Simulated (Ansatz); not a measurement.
Level of theory: DFT PBE+D3(BJ), scalar-relativistic, plane waves, PAW (Ansatz). All cells share a 420 eV cutoff and Γ-centred k meshes spaced at most about 0.3 Å⁻¹ (about 0.25 or finer for metals, 2π included). No spin polarisation.

All energies are static (0 K, no zero-point motion).

Two forms of Al were relaxed alike.

A.

```xyz
1
Lattice="0.0000 1.9911 1.9911 1.9911 0.0000 1.9911 1.9911 1.9911 0.0000" Properties=species:S:1:pos:R:3 pbc="T T T"
Al    0.0000    0.0000    0.0000
```

B.

```xyz
4
Lattice="2.8148 0.0000 0.0000 -1.4074 2.4377 0.0000 0.0000 0.0000 9.2418" Properties=species:S:1:pos:R:3 pbc="T T T"
Al    0.0000    0.0000    0.0000
Al    0.0000    1.6251    2.3104
Al    0.0000    0.0000    4.6209
Al    1.4074    0.8126    6.9313
```

Question: Which would you expect to be lower, and how large is the difference?

Answer: A is lower, by 11 meV/atom. A has the fcc type, space group Fm-3m (No. 225), 15.8 Å³/atom and no gap on its mesh; B has the dhcp type, space group P6_3/mmc (No. 194), 15.9 Å³/atom and no gap. In A, around Al lie 12 Al at 2.82 Å. In B, around Al on a site of symmetry -3m lie 12 Al at 2.81–2.82 Å; around Al on a site of symmetry -6m2 lie 12 Al at 2.81–2.82 Å. Origin: A and B, each reached from a Materials Project cell.

The k mesh leaves some 4 meV/atom of noise in the energy of each metallic cell.
